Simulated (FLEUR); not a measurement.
# C (P6_3/mmc) in FLEUR: a series of runs

Aim: see how the results for C move with the level of theory and the settings. Levels: PBE, LDA (von Barth-Hedin). Tasks: band structure, equation of state.

The COD entry that gives the cell may itself be a prediction, so a difference from it is no test against experiment.

Everything below comes from runs of FLEUR MaX-R8.1 (patched build s14). Logs are shortened: lines on timing, memory, paths and dates and some standing lists are left out, and cuts for length are marked.

## Step 1: Starting point

The structure is hexagonal, space group P6_3/mmc (No. 194). Conventional cell: a = 2.522 Å, b = 2.522 Å, c = 12.356 Å, α = 90.00°, β = 90.00°, γ = 120.00°. C (site symmetry 3m) has 4 C at 1.54 Å as nearest neighbours. C (site symmetry 3m) has 4 C at 1.54 Å as nearest neighbours. Around C (site symmetry 3m) lie 4 C at 1.54 Å.

This is a hexagonal form of diamond, not graphite.

## Step 2: Band structure, PBE

Contents of inp.xml:

```xml
<?xml version="1.0" encoding="UTF-8" standalone="no"?>
<fleurInput fleurInputVersion="0.39">
   <comment>
      C                                                                                                   
   </comment>
   <calculationSetup>
      <cutoffs Kmax="5.04" Gmax="15.6" GmaxXC="15.6" numbands="0"/>
      <scfLoop itmax="60" minDistance="0.00001" maxIterBroyd="15" imix="Anderson" alpha="0.05" precondParam="0.0" spinf="2.0"/>
      <coreElectrons ctail="T" frcor="F" kcrel="0" coretail_lmax="0"/>
      <xcFunctional name="pbe" relativisticCorrections="F"/>
      <magnetism jspins="1"/>
      <soc l_soc="F" theta="0.0" phi="0.0" spav="F"/>
      <expertModes spex="0" secvar="F"/>
      <geometryOptimization l_f="F" forcealpha="1.0" forcemix="BFGS" epsdisp="0.00001" epsforce="0.00001"/>
      <ldaU l_linMix="F" mixParam="0.05" spinf="1.0"/>
   </calculationSetup>
   <cell>
      <bzIntegration valenceElectrons="48.0" mode="hist" fermiSmearingEnergy="0.00183747">
         <kPointListSelection listName="default-1"/>
         <!-- k-points included here -->
[... 32 lines left out ...]
         <relPos label="                   3">-1.000/3.000 1.000/3.000 .1458300000</relPos>
         <relPos label="                   4">1.000/3.000 -1.000/3.000 -.3541700000</relPos>
         <force calculate="T" relaxXYZ="TTT"/>
      </atomGroup>
      <atomGroup species="Carbon (C)">
         <relPos label="                   5">-1.000/3.000 1.000/3.000 .4791700000</relPos>
         <relPos label="                   6">1.000/3.000 -1.000/3.000 -.0208300000</relPos>
         <relPos label="                   7">-1.000/3.000 1.000/3.000 .0208300000</relPos>
         <relPos label="                   8">1.000/3.000 -1.000/3.000 -.4791700000</relPos>
         <force calculate="T" relaxXYZ="TTT"/>
      </atomGroup>
      <atomGroup species="Carbon (C)">
         <relPos label="                   9">.0000000000 .0000000000 -3.000/16.000</relPos>
         <relPos label="                  10">.0000000000 .0000000000 5.000/16.000</relPos>
         <relPos label="                  11">.0000000000 .0000000000 -5.000/16.000</relPos>
         <relPos label="                  12">.0000000000 .0000000000 3.000/16.000</relPos>
         <force calculate="T" relaxXYZ="TTT"/>
      </atomGroup>
   </atomGroups>
   <output dos="F" band="F" slice="F">
      <checks vchk="F" cdinf="F"/>
      <bandDOS minEnergy="-.5*Htr" maxEnergy="0.5*Htr" sigma="0.015" storeEVData="T"/>
      <vacuumDOS vacdos="F" integ="F" star="F" nstars="0" locx1="0.0" locy1="0.0" locx2="0.0" locy2="0.0" nstm="0" tworkf="0.0"/>
      <unfoldingBand unfoldBand="F" supercellX="1" supercellY="1" supercellZ="1"/>
      <plotting iplot="0" polar="F">
         <plot TwoD="T" vec1="  1.0  0.0  0.0" vec2="  0.0  1.0  0.0" vec3="  0.0  0.0  1.0" zero="  0.0  0.0  0.0" file="plot"/>
      </plotting>
      <chargeDensitySlicing numkpt="0" minEigenval="0.0" maxEigenval="0.0" nnne="0" pallst="F"/>
      <specialOutput eonly="F"/>
      <magneticCircularDichroism mcd="F" energyLo="-10.0" energyUp="0.0"/>
   </output>
  <!-- We include the file relax.xml here to enable relaxations (see documentation) -->
  <xi:include xmlns:xi="http://www.w3.org/2001/XInclude" href="relax.xml"> <xi:fallback/> </xi:include>
</fleurInput>
```

Contents of crystal.txt:

```
C
&input cartesian=F /
2.5221000000  0.0000000000  0.0000000000
-1.2610500000  2.1842026709  0.0000000000
0.0000000000  0.0000000000  12.3557000000
1.8897261246
1.0 1.0 1.0

12
6 0.6666666667  0.3333333333  0.3541700000
6 0.3333333333  0.6666666667  0.8541700000
6 0.6666666667  0.3333333333  0.1458300000
6 0.3333333333  0.6666666667  0.6458300000
6 0.6666666667  0.3333333333  0.4791700000
6 0.3333333333  0.6666666667  0.9791700000
6 0.6666666667  0.3333333333  0.0208300000
6 0.3333333333  0.6666666667  0.5208300000
6 0.0000000000  0.0000000000  0.8125000000
6 0.0000000000  0.0000000000  0.3125000000
6 0.0000000000  0.0000000000  0.6875000000
6 0.0000000000  0.0000000000  0.1875000000

&kpt div1=12 div2=12 div3=3 gamma=T /
```

Contents of inp.xml (bands):

```
<?xml version="1.0" encoding="UTF-8" standalone="no"?>
<fleurInput fleurInputVersion="0.39">
   <comment>
      C                                                                                                   
   </comment>
   <calculationSetup>
      <cutoffs Kmax="5.04" Gmax="15.6" GmaxXC="15.6" numbands="0"/>
      <scfLoop itmax="60" minDistance="0.00001" maxIterBroyd="15" imix="Anderson" alpha="0.05" precondParam="0.0" spinf="2.0"/>
      <coreElectrons ctail="T" frcor="F" kcrel="0" coretail_lmax="0"/>
      <xcFunctional name="pbe" relativisticCorrections="F"/>
      <magnetism jspins="1"/>
      <soc l_soc="F" theta="0.0" phi="0.0" spav="F"/>
      <expertModes spex="0" secvar="F"/>
      <geometryOptimization l_f="F" forcealpha="1.0" forcemix="BFGS" epsdisp="0.00001" epsforce="0.00001"/>
      <ldaU l_linMix="F" mixParam="0.05" spinf="1.0"/>
   </calculationSetup>
   <cell>
      <bzIntegration valenceElectrons="48.0" mode="hist" fermiSmearingEnergy="0.00183747">
         <kPointListSelection listName="path-1"/>
         <!-- k-points included here -->
         <xi:include xmlns:xi="http://www.w3.org/2001/XInclude" href="kpts.xml"> </xi:include>
[... 31 lines left out ...]
         <relPos label="                   3">-1.000/3.000 1.000/3.000 .1458300000</relPos>
         <relPos label="                   4">1.000/3.000 -1.000/3.000 -.3541700000</relPos>
         <force calculate="T" relaxXYZ="TTT"/>
      </atomGroup>
      <atomGroup species="Carbon (C)">
         <relPos label="                   5">-1.000/3.000 1.000/3.000 .4791700000</relPos>
         <relPos label="                   6">1.000/3.000 -1.000/3.000 -.0208300000</relPos>
         <relPos label="                   7">-1.000/3.000 1.000/3.000 .0208300000</relPos>
         <relPos label="                   8">1.000/3.000 -1.000/3.000 -.4791700000</relPos>
         <force calculate="T" relaxXYZ="TTT"/>
      </atomGroup>
      <atomGroup species="Carbon (C)">
         <relPos label="                   9">.0000000000 .0000000000 -3.000/16.000</relPos>
         <relPos label="                  10">.0000000000 .0000000000 5.000/16.000</relPos>
         <relPos label="                  11">.0000000000 .0000000000 -5.000/16.000</relPos>
         <relPos label="                  12">.0000000000 .0000000000 3.000/16.000</relPos>
         <force calculate="T" relaxXYZ="TTT"/>
      </atomGroup>
   </atomGroups>
   <output dos="F" band="T" slice="F">
      <checks vchk="F" cdinf="F"/>
      <bandDOS minEnergy="-.5*Htr" maxEnergy="0.5*Htr" sigma="0.015" storeEVData="T"/>
      <vacuumDOS vacdos="F" integ="F" star="F" nstars="0" locx1="0.0" locy1="0.0" locx2="0.0" locy2="0.0" nstm="0" tworkf="0.0"/>
      <unfoldingBand unfoldBand="F" supercellX="1" supercellY="1" supercellZ="1"/>
      <plotting iplot="0" polar="F">
         <plot TwoD="T" vec1="  1.0  0.0  0.0" vec2="  0.0  1.0  0.0" vec3="  0.0  0.0  1.0" zero="  0.0  0.0  0.0" file="plot"/>
      </plotting>
      <chargeDensitySlicing numkpt="0" minEigenval="0.0" maxEigenval="0.0" nnne="0" pallst="F"/>
      <specialOutput eonly="F"/>
      <magneticCircularDichroism mcd="F" energyLo="-10.0" energyUp="0.0"/>
   </output>
  <!-- We include the file relax.xml here to enable relaxations (see documentation) -->
  <xi:include xmlns:xi="http://www.w3.org/2001/XInclude" href="relax.xml"> <xi:fallback/> </xi:include>
</fleurInput>
```

Potentials or basis: all-electron, FLAPW.

Run with:

```bash
inpgen -f crystal.txt -profile fastHighL
# inp.xml edited to the form shown
fleur
fleur   # second run, on inp.xml (bands)
```

Standard output:

```text
Welcome to FLEUR        (www.flapw.de)
      MaX-Release 8.1          (www.max-centre.eu)

 ========== k-point set info ==========
 Selected k-point list: default-1
 k-point list type: mesh
 12 x 12 x 3
 Number of k points: 38

 ------------Calculation Setup---------------------------
 Number of OMP-threads    :            1
 Number of basis functions:         1200
 Approximate size of matrices (H+S) per k-point:         0.021 GB
 --------------------------------------------------------
 Iteration:     1   Distance:      25.51379735 me/bohr^3
 Iteration:     2   Distance:      24.04571711 me/bohr^3
 Iteration:     3   Distance:       3.66914266 me/bohr^3
 Iteration:     4   Distance:       1.96597745 me/bohr^3
 Iteration:     5   Distance:       0.34298268 me/bohr^3
 Iteration:     6   Distance:       0.18089821 me/bohr^3
 Iteration:     7   Distance:       0.17656557 me/bohr^3
 Iteration:     8   Distance:       0.03087486 me/bohr^3
 Iteration:     9   Distance:       0.01876053 me/bohr^3
 Iteration:    10   Distance:       0.01868086 me/bohr^3
 Iteration:    11   Distance:       0.00550268 me/bohr^3
 Iteration:    12   Distance:       0.00035525 me/bohr^3
 Iteration:    13   Distance:       0.00012191 me/bohr^3
 Iteration:    14   Distance:       0.00001251 me/bohr^3
 Iteration:    15   Distance:       0.00000181 me/bohr^3

 ********************************************************************
 Run finished successfully
 Stop message:
   all done
 ********************************************************************
```

output (bands):

```text
Welcome to FLEUR        (www.flapw.de)
      MaX-Release 8.1          (www.max-centre.eu)

 ========== k-point set info ==========
 Selected k-point list: path-1
 k-point list type: path
 Number of k points: 60

 ------------Calculation Setup---------------------------
 Number of OMP-threads    :            1
 Number of basis functions:         1200
 Approximate size of matrices (H+S) per k-point:         0.021 GB
 --------------------------------------------------------
 Fermi energy correction for insulators:
 No automatic correction of the Fermi energy has been performed.

 Note: Band structure data (together with different weights) is also stored in the banddos.hdf file.
       A convenient way of extracting and plotting the data from that file is by making use of the

 ********************************************************************
 Run finished successfully
 Stop message:
   Charge density postprocessing done.
 ********************************************************************
```

out.xml (last iteration):

```text
<iteration numberForCurrentRun="   15" overallNumber="   15">
         <energyParameters units="Htr">
            <atomicEP atomType="1" spin="1" branch="2s" branchLowest="-9.31" branchHighest="2.77" value="-0.2715767259"/>
            <atomicEP atomType="1" spin="1" branch="2p" branchLowest="-9.99" branchHighest="2.33" value="-0.0744918763"/>
            <atomicEP atomType="1" spin="1" branch="3d" branchLowest="-9.99" branchHighest="6.94" value="0.1289533131"/>
            <atomicEP atomType="1" spin="1" branch="4f" branchLowest="-9.99" branchHighest="11.63" value="0.2887683241"/>
            <loAtomicEP atomType="1" spin="1" branch="2s" branchLowest="-9.31" branchHighest="2.77" value="-0.2715767259"/>
            <loAtomicEP atomType="1" spin="1" branch="2p" branchLowest="-9.99" branchHighest="2.33" value="-0.0745054577"/>
            <loAtomicEP atomType="1" spin="1" branch="3d" branchLowest="-9.99" branchHighest="6.94" value="0.1289523032"/>
            <atomicEP atomType="2" spin="1" branch="2s" branchLowest="-9.31" branchHighest="2.77" value="-0.2706535279"/>
            <atomicEP atomType="2" spin="1" branch="2p" branchLowest="-9.99" branchHighest="2.33" value="-0.0735752807"/>
            <atomicEP atomType="2" spin="1" branch="3d" branchLowest="-9.99" branchHighest="6.95" value="0.1298655505"/>
            <atomicEP atomType="2" spin="1" branch="4f" branchLowest="-9.99" branchHighest="11.63" value="0.2896804839"/>
            <loAtomicEP atomType="2" spin="1" branch="2s" branchLowest="-9.31" branchHighest="2.77" value="-0.2706535279"/>
            <loAtomicEP atomType="2" spin="1" branch="2p" branchLowest="-9.99" branchHighest="2.33" value="-0.0735888598"/>
            <loAtomicEP atomType="2" spin="1" branch="3d" branchLowest="-9.99" branchHighest="6.95" value="0.1298645406"/>
            <atomicEP atomType="3" spin="1" branch="2s" branchLowest="-9.31" branchHighest="2.77" value="-0.2721284471"/>
            <atomicEP atomType="3" spin="1" branch="2p" branchLowest="-9.99" branchHighest="2.33" value="-0.0750623528"/>
            <atomicEP atomType="3" spin="1" branch="3d" branchLowest="-9.99" branchHighest="6.94" value="0.1283698537"/>
            <atomicEP atomType="3" spin="1" branch="4f" branchLowest="-9.99" branchHighest="11.63" value="0.2881846899"/>
            <loAtomicEP atomType="3" spin="1" branch="2s" branchLowest="-9.31" branchHighest="2.77" value="-0.2721284471"/>
            <loAtomicEP atomType="3" spin="1" branch="2p" branchLowest="-9.99" branchHighest="2.33" value="-0.0750759257"/>
            <loAtomicEP atomType="3" spin="1" branch="3d" branchLowest="-9.99" branchHighest="6.94" value="0.1283688437"/>
         </energyParameters>
         <eigenvalues>
            <eigenvaluesAt spin="1" ikpt="1" k_x="0.00000000" k_y="0.00000000" k_z="0.00000000">
                      -0.3380619148       -0.3106721207       -0.3090047491       -0.2274269308       -0.2265922351
                      -0.1250443553       -0.0401330969        0.1070368602        0.1085764267        0.3128586485
                       0.3155551534        0.3463735136        0.3463735136        0.3628263072        0.3628263072
                       0.3686112589        0.3686112589        0.4134466780        0.4134466780        0.4187622425
[... 47 lines left out ...]
         </valenceDensity>
         <coreStates atomType="     1" atomicNumber="  6" spin="1" kinEnergy="     31.9124647014" eigValSum="    -18.6338816919" lostElectrons=" 0.000183">
            <state n="1" l="0" j="0.5" energy="-9.3169408459" weight="1.0000000000"/>
         </coreStates>
         <coreStates atomType="     2" atomicNumber="  6" spin="1" kinEnergy="     31.9125753999" eigValSum="    -18.6319837233" lostElectrons=" 0.000183">
            <state n="1" l="0" j="0.5" energy="-9.3159918617" weight="1.0000000000"/>
         </coreStates>
         <coreStates atomType="     3" atomicNumber="  6" spin="1" kinEnergy="     31.9122814227" eigValSum="    -18.6340324358" lostElectrons=" 0.000183">
            <state n="1" l="0" j="0.5" energy="-9.3170162179" weight="1.0000000000"/>
         </coreStates>
         <allElectronCharges>
            <spinDependentCharge spin="1" total="72.0000000" interstitial="22.8590690" mtSpheres="49.1409310"/>
            <totalCharge value="71.9999999860"/>
         </allElectronCharges>
         <totalEnergy                                    value="     -457.1667946533" units="Htr">
            <sumOfEigenvalues                            value="     -217.7502430893">
               <coreElectrons value="-223.5995914038"/>
               <valenceElectrons value="5.8493483145"/>
            </sumOfEigenvalues>
            <densityCoulombPotentialIntegral value="-589.6154915182"/>
            <densityEffectivePotentialIntegral value="-673.3696123758"/>
            <chargeDenXCDenIntegral value="-65.1506463532"/>
            <FockExchangeEnergyValence value="0.0000000000"/>
            <FockExchangeEnergyCore value="0.0000000000"/>
            <atomTypeDependentContributions atomType="1">
               <electronNucleiInteractionDifferentMTs value="166.7795174600"/>
               <MadelungTerm value="-17.4930701922"/>
            </atomTypeDependentContributions>
            <atomTypeDependentContributions atomType="2">
               <electronNucleiInteractionDifferentMTs value="166.7787180806"/>
               <MadelungTerm value="-17.5035429830"/>
            </atomTypeDependentContributions>
            <atomTypeDependentContributions atomType="3">
               <electronNucleiInteractionDifferentMTs value="166.7934341599"/>
               <MadelungTerm value="-17.4794889518"/>
            </atomTypeDependentContributions>
            <tkbTimesEntropy value="0.0000000000"/>
            <freeEnergy value="-457.1667946533"/>
            <extrapolationTo0K value="-457.1667946533"/>
         </totalEnergy>
         <densityConvergence units="me/bohr^3">
            <chargeDensity spin="1" distance="0.0000018069"/>
         </densityConvergence>
      </iteration>
```

Wall time 5.3 min (1 thread of Intel Xeon Platinum 8375C at 2.90GHz (Ice Lake), shared host); peak memory 0.09 GiB.

What came out:

| Property | Result |
| --- | --- |
| Free energy | -12440.1422 eV |
| Band gap on the k mesh | 4.39 eV, indirect (least direct gap 5.32 eV) |
| Band gap along the path | 4.37 eV, indirect (least direct gap 5.32 eV) |
| Valence electrons inside the program's atomic spheres | C 2.09, 2.10 (radii C 1.35 bohr) |

Levels at the corners of the path, in eV from the valence-band top:
```tsv
point	band 20	band 21	band 22	band 23	band 24	band 25	band 26	band 27	band 28	band 29
Γ	-0.98	-0.98	-0.15	0.00	0.00	5.32	5.32	5.68	6.39	6.39
M	-4.30	-4.05	-4.04	-3.62	-2.88	4.53	5.11	5.27	5.63	6.84
K	-6.23	-6.02	-4.78	-4.53	-4.53	5.61	5.61	6.27	8.72	9.63
Γ	-0.98	-0.98	-0.15	0.00	0.00	5.32	5.32	5.68	6.39	6.39
A	-1.33	-0.33	-0.33	-0.33	-0.33	5.71	5.71	5.71	5.71	6.29
L	-4.96	-3.75	-3.75	-3.23	-3.23	4.70	4.70	5.90	5.90	6.01
H	-5.78	-5.30	-5.30	-4.75	-4.75	5.84	5.84	7.12	7.12	8.27
A	-1.33	-0.33	-0.33	-0.33	-0.33	5.71	5.71	5.71	5.71	6.29
L	-4.96	-3.75	-3.75	-3.23	-3.23	4.70	4.70	5.90	5.90	6.01
M	-4.30	-4.05	-4.04	-3.62	-2.88	4.53	5.11	5.27	5.63	6.84
K	-6.23	-6.02	-4.78	-4.53	-4.53	5.61	5.61	6.27	8.72	9.63
H	-5.78	-5.30	-5.30	-4.75	-4.75	5.84	5.84	7.12	7.12	8.27
```

Core levels (eV from the Fermi level):
| atom | levels |
| --- | --- |
| 1 C | 1s1/2 -265.9 |
| 2 C | 1s1/2 -265.9 |
| 3 C | 1s1/2 -265.9 |
| 4 C | 1s1/2 -265.9 |
| 5 C | 1s1/2 -265.9 |
| 6 C | 1s1/2 -265.9 |

## Step 3: Band structure, LDA (von Barth-Hedin)

Changes to inp.xml since step 2:

```diff
@@ -9,3 +9,3 @@
       <coreElectrons ctail="T" frcor="F" kcrel="0" coretail_lmax="0"/>
-      <xcFunctional name="pbe" relativisticCorrections="F"/>
+      <xcFunctional name="bh" relativisticCorrections="F"/>
       <magnetism jspins="1"/>
```

crystal.txt is that of step 2.

Changes to inp.xml (bands) since step 2:

```diff
@@ -9,3 +9,3 @@
       <coreElectrons ctail="T" frcor="F" kcrel="0" coretail_lmax="0"/>
-      <xcFunctional name="pbe" relativisticCorrections="F"/>
+      <xcFunctional name="bh" relativisticCorrections="F"/>
       <magnetism jspins="1"/>
```

Potentials or basis: all-electron, FLAPW.

Run with:

```bash
inpgen -f crystal.txt -profile fastHighL
# inp.xml edited to the form shown
fleur
fleur   # second run, on inp.xml (bands)
```

Wall time 5.1 min (1 thread of Intel Xeon Platinum 8175M at 2.50GHz (Skylake/Cascade Lake), shared host); peak memory 0.1 GiB.

It converged, with:

```yaml
Free_energy: -12382.5399 eV
Band_gap_on_the_k_mesh: 4.37 eV, indirect (least direct gap 5.27 eV)
Band_gap_along_the_path: 4.34 eV, indirect (least direct gap 5.27 eV)
Valence_electrons_inside_the_program's_atomic_spheres: C 2.09 (radii C 1.35 bohr)
```

Levels at the corners of the path, in eV from the valence-band top:
```tsv
point	band 22	band 23	band 24	band 25	band 26	band 27
Γ	-0.15	0.00	0.00	5.27	5.27	5.63
M	-4.03	-3.61	-2.87	4.49	5.06	5.22
K	-4.77	-4.52	-4.52	5.49	5.49	6.21
Γ	-0.15	0.00	0.00	5.27	5.27	5.63
A	-0.33	-0.33	-0.33	5.66	5.66	5.66
L	-3.73	-3.21	-3.21	4.66	4.66	5.86
H	-5.30	-4.74	-4.74	5.70	5.70	7.05
A	-0.33	-0.33	-0.33	5.66	5.66	5.66
L	-3.73	-3.21	-3.21	4.66	4.66	5.86
M	-4.03	-3.61	-2.87	4.49	5.06	5.22
K	-4.77	-4.52	-4.52	5.49	5.49	6.21
H	-5.30	-4.74	-4.74	5.70	5.70	7.05
```

Core levels (eV from the Fermi level):
| atom | levels |
| --- | --- |
| 1 C | 1s1/2 -263.0 |
| 2 C | 1s1/2 -263.0 |
| 3 C | 1s1/2 -263.0 |
| 4 C | 1s1/2 -263.0 |
| 5 C | 1s1/2 -262.9 |
| 6 C | 1s1/2 -262.9 |

(Continued in part 2 of 2.)
